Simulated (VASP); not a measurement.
LiF in VASP 6.6.1, single-point calculation

INCAR

```
NBANDS = 12
LREAL = .FALSE.
IBRION = -1
ISIF = 2
ALGO = Normal
PREC = Accurate
ISMEAR = 0
ENCUT = 520
NELM = 120
LCHARG = .FALSE.
METAGGA = MBJ
SIGMA = 0.01
LWAVE = .FALSE.
NSW = 0
EDIFF = 1E-7
LASPH = .TRUE.
```

KPOINTS

```
KPOINTS created by Atomic Simulation Environment
0
Gamma
10 10 10
0 0 0
```

POSCAR

```
Li F
 1.0000000000000000
     0.0000000000000000    1.9948717434000001    1.9948717434000001
     2.0120276403999999    0.0000000000000000    1.9948717434000001
     2.0120276403999999    1.9948717434000001    0.0000000000000000
 Li  F
   1   1
Cartesian
  0.0000000000000000  0.0000000000000000  0.0000000000000000
  2.0120276403999995  1.9948717434000001  1.9948717434000001
```

The recommended PBE PAW datasets give the neutral cell 10 valence electrons.

Command

```
mpirun -np 1 vasp_std
```

OSZICAR

```
N       E                     dE             d eps       ncg     rms          rms(c)
DAV:   1     0.488043417258E+02    0.48804E+02   -0.53663E+03  2568   0.834E+02
DAV:   2     0.978945594269E+01   -0.39015E+02   -0.37837E+02  2940   0.181E+02
DAV:   3     0.872472549795E+01   -0.10647E+01   -0.10612E+01  3188   0.259E+01
DAV:   4     0.871577342449E+01   -0.89521E-02   -0.89516E-02  2816   0.265E+00
DAV:   5     0.871568183413E+01   -0.91590E-04   -0.91590E-04  3128   0.203E-01    0.323E+00
DAV:   6     0.719484360091E+01   -0.15208E+01   -0.79506E+00  2488   0.265E+01    0.267E+00
DAV:   7     0.809864635605E+01    0.90380E+00   -0.53651E-01  2812   0.619E+00    0.156E+00
DAV:   8     0.902208017137E+01    0.92343E+00   -0.47121E-01  3192   0.585E+00    0.976E-01
DAV:   9     0.902561875934E+01    0.35386E-02   -0.37855E-01  2680   0.408E+00    0.105E+00
DAV:  10     0.118859791530E+02    0.28604E+01   -0.69883E-01  2828   0.689E+00    0.953E-01
...
DAV:  50     0.111909436001E+02   -0.67595E-06   -0.17556E-13  1224   0.908E-06    0.199E-06
DAV:  51     0.111909425299E+02   -0.10702E-05    0.99174E-13  1224   0.508E-06    0.453E-07
DAV:  52     0.111909423315E+02   -0.19847E-06    0.21189E-12  1224   0.273E-06    0.249E-07
DAV:  53     0.111909417055E+02   -0.62596E-06   -0.10044E-13  1224   0.205E-06    0.651E-07
DAV:  54     0.111909418649E+02    0.15944E-06   -0.66393E-13  1224   0.134E-06    0.321E-07
DAV:  55     0.111909421546E+02    0.28969E-06    0.15008E-12  1224   0.167E-06    0.237E-07
DAV:  56     0.111909423461E+02    0.19146E-06   -0.79016E-13  1224   0.124E-06    0.177E-07
DAV:  57     0.111909425630E+02    0.21690E-06    0.47016E-13  1224   0.910E-07    0.411E-08
DAV:  58     0.111909426330E+02    0.70023E-07    0.11002E-12  1224   0.670E-07
   1 F= 0.11190943E+02 E0= 0.11190943E+02  d E =-.280456E-49
```

It converged. Results: gap between bands v and c on the k mesh 12.76 eV; least direct gap on the k mesh 12.76 eV. Band v is the last that the valence electrons fill when counted band by band, and c is the next.

The MBJ potential has no energy functional, so only its levels carry meaning.

For comparison, a separate r²SCAN run of the intended cell, on usual settings and not on those above, gives a gap of 10.46 eV on its mesh and a pressure of -1.5 GPa.

The run above took about 1.8 min on one core of a shared host (Intel Xeon Platinum 8488C) and held 0.15 GiB at most.
